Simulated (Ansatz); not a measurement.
Structure types of Ir were relaxed at one common pressure (all-electron LAPW in Ansatz 0.2.0 under PBE, scalar-relativistic, no spin polarisation, zero temperature). They take these volumes:

| type | space group | V (Å³/atom) |
| --- | --- | --- |
| fcc | Fm-3m | 7.34 |
| bcc | Im-3m | 7.34 |
| hcp | P6_3/mmc | 7.35 |

Q: At about which pressure, and is the densest type also the lowest in enthalpy?

A: 1200 GPa. The densest types tie within 0.02 Å³/atom, and fcc is the lowest in enthalpy.
